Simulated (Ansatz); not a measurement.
Write the native input for Ansatz 0.2.0 that does the following.

```
Task                                : band structure
Functional                          : r2SCAN
Potentials or basis                 : Ansatz PAW
Cutoff                              : 500 eV (not typed: the program's choice for these potentials)
k mesh                              : 4 × 8 × 1
Occupations                         : fermi-dirac, width 0.05 eV
Spin                                : no spin polarisation
Path                                : [["G", "Y", "H", "C", "E", "M1", "A", "X", "H1"], ["M", "D", "Z"], ["Y", "D"]]
Points for each segment of the path : 14
```

Te2Mo, a slab with vacuum:

```xyz
6
Lattice="6.3616 0.0000 0.0000 0.0000 3.4804 0.0000 -0.0857 0.0000 36.1759" Properties=species:S:1:pos:R:3 pbc="T T T"
Te    2.6844    2.6103   19.5604
Te    3.5915    0.8701   16.6155
Te    5.8104    0.8701   20.1329
Te    0.4655    2.6103   16.0430
Mo    1.1110    0.8701   17.9963
Mo    5.1649    2.6103   18.1796
```

These files were run (other wordings do the same):

input.yaml

```yaml
crystal:
  lattice:
    - [6.3616090156, 0.0, 0.0]
    - [0.0, 3.48040306, 0.0]
    - [-0.0857412231, 0.0, 36.1758904685]
  atoms:
    - { symbol: Te, position: [0.4292511, 0.75, 0.54070358] }
    - { symbol: Te, position: [0.5707489, 0.25, 0.45929642] }
    - { symbol: Te, position: [0.92084787, 0.25, 0.55652732] }
    - { symbol: Te, position: [0.07915213, 0.75, 0.44347268] }
    - { symbol: Mo, position: [0.18134756, 0.25, 0.49746537] }
    - { symbol: Mo, position: [0.81865244, 0.75, 0.50253463] }
hamiltonian:
  xc: r2scan
  pseudopotentials: { kind: paw }
kpoints:
  mp_grid: { grid: [4, 8, 1] }
  band_path:
    path:
      - [[0.0, 0.0, 0.0], [0.0, 0.0, 0.5], [-0.4997944133, 0.0, 0.5067361864], [-0.5, 0.0, 0.5], [-0.5, 0.5, 0.5], [-0.5002055867, 0.5, 0.4932638136], [-0.5, 0.5, 0.0], [-0.5, 0.0, 0.0], [-0.5002055867, 0.0, 0.4932638136]]
      - [[-0.4997944133, 0.5, 0.5067361864], [0.0, 0.5, 0.5], [0.0, 0.5, 0.0]]
      - [[0.0, 0.0, 0.5], [0.0, 0.5, 0.5]]
    npoints: 14
scf:
  occupations: { method: fermi_dirac, width: 0.05 }
  n_extra_bands: 15
output:
  forces: true
  stress: true
  eigenvalues: true
  fatbands: false
```

Potentials or basis: Ansatz PAW.

The run is started by

```console
$ ansatz run input.yaml --threads 2 --pin off --max-ram 5632MiB --backend cpu --events-out ev --progress --plain --runs-dir out
```

Results of the run:

The largest force is 0.019 eV/Å and the band gap on the k mesh is none (metal or under the smearing width).

Caveat: spin-orbit coupling is left out, which moves the levels of the heavy elements; the PAW data sets come from PBE, with cores solved anew for the run's functional, which leaves a small shift of forces and pressure.

It took 5.6 min on 2 threads of Intel(R) Xeon(R) Processor @ 2.50GHz (Skylake/Cascade Lake), on a shared host, peak memory 3.5 GiB.
